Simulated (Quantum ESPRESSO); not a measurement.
# BaTiO3 (Barioperovskite) in Quantum ESPRESSO: the effect of target pressure

BaTiO3 (Barioperovskite):

```
Ba Ti O
1.0
     3.98550    0.00000    0.00000
     0.00000    2.83690    2.84515
     0.00000   -2.83690    2.84515
Ba Ti O
1 1 3
Cartesian
  0.0000 0.0000 0.0000
  1.9928 0.0000 2.9157
  1.9928 1.3804 4.2594
  1.9928 -1.3804 4.2594
  0.0000 0.0000 2.7735
```

Alike in all runs:

```yaml
Program: Quantum ESPRESSO 7.5
Task: phonons
Functional: LDA
Potentials_or_basis: PseudoDojo 0.4.1 SR LDA standard
Cutoff: 1143 eV
Density_cutoff: 4572 eV
k_mesh: 2 × 2 × 2, shifted
Occupations: fermi-dirac, width 0.05 eV
Spin: no spin polarisation
```

Each run relaxes the cell or the atoms first.

```csv
target pressure,relaxed volume (Å³/atom),dielectric constant (mean),highest phonon frequency (cm⁻¹)
0 GPa,?,?,?
5 GPa,11.88,5.95,521
10 GPa,11.63,5.94,538
20 GPa,11.19,5.94,579
40 GPa,10.51,5.95,667
```

Q: What does the run with target pressure 0 GPa give?

A: Relaxed volume 12.17 Å³/atom; dielectric constant 5.97 mean; highest phonon frequency 506 cm⁻¹.

Worked out: In Murnaghan's law V^(-B') rises as a straight line in P. The other rows fit best with B' = 3.9, V0 = 12.16 Å³/atom and B0 = 203 GPa, which gives 12.16 Å³/atom at 0 GPa, against the run's 12.17. A straight line through the other rows of the dielectric constant, of slope 0.000104  per GPa, extrapolates to 5.94 , against the run's 5.97. The fit is too stiff a form for this range. A parabola through the other rows of the highest phonon frequency, of slope 3.47 cm⁻¹ per GPa there, extrapolates to 503 cm⁻¹, against the run's 506.

Caveats: all runs use coarse meshes; this release of the barium file is off; the cell relaxed to another space group than the one typed; the cell is more than 3 GPa from zero pressure, which shifts response properties (some runs); the volume moved by over 15 % at a fixed basis, so the end points are rough (some runs).
